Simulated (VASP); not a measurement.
A run of VASP 6.6.1 is set up as follows.

Contents of INCAR:

```
SYSTEM = RuS2
PREC = Accurate
ENCUT = 520
EDIFF = 1E-7
ISMEAR = -1
SIGMA = 0.05
LREAL = .False.
LASPH = .True.
NELM = 100
ALGO = Normal
ISIF = 2
LWAVE = .False.
LCHARG = .True.
GGA = PS
LELF = .True.
LVHAR = .True.
NBANDS = 20
```

The input KPOINTS:

```
Automatic mesh
0
Gamma
  12 12 7
  0 0 0
```

The input POSCAR:

```
RuS2
1.0
    3.4427884332      0.0000000000      0.0000000000
   -1.7213942166      2.9815422430      0.0000000000
    0.0000000000      0.0000000000      5.1133983325
Ru S
1 2
Direct
    0.0000000000      0.0000000000      0.0000000000
    0.3333333333      0.6666666667      0.2536057355
    0.6666666667      0.3333333333      0.7463942645
```

Potentials or basis: VASP PAW PBE potentials, release 64 (Ru_pv, S).

Launch:

```sh
$ cat potpaw_PBE.64/Ru_pv/POTCAR potpaw_PBE.64/S/POTCAR > POTCAR
$ mpirun -np 1 vasp_std > vasp.out
```

Predict the band gap on the k mesh.

none (metal or under the smearing width).

Estimate the largest force.

0.243 eV/Å.

Stress tensor (GPa, compression positive):
```
-5.63  0.00  0.00
 0.00 -5.63  0.00
 0.00  0.00 -5.20
```

Caveat: the PAW data sets were made with another functional, which shifts forces and pressure a little.
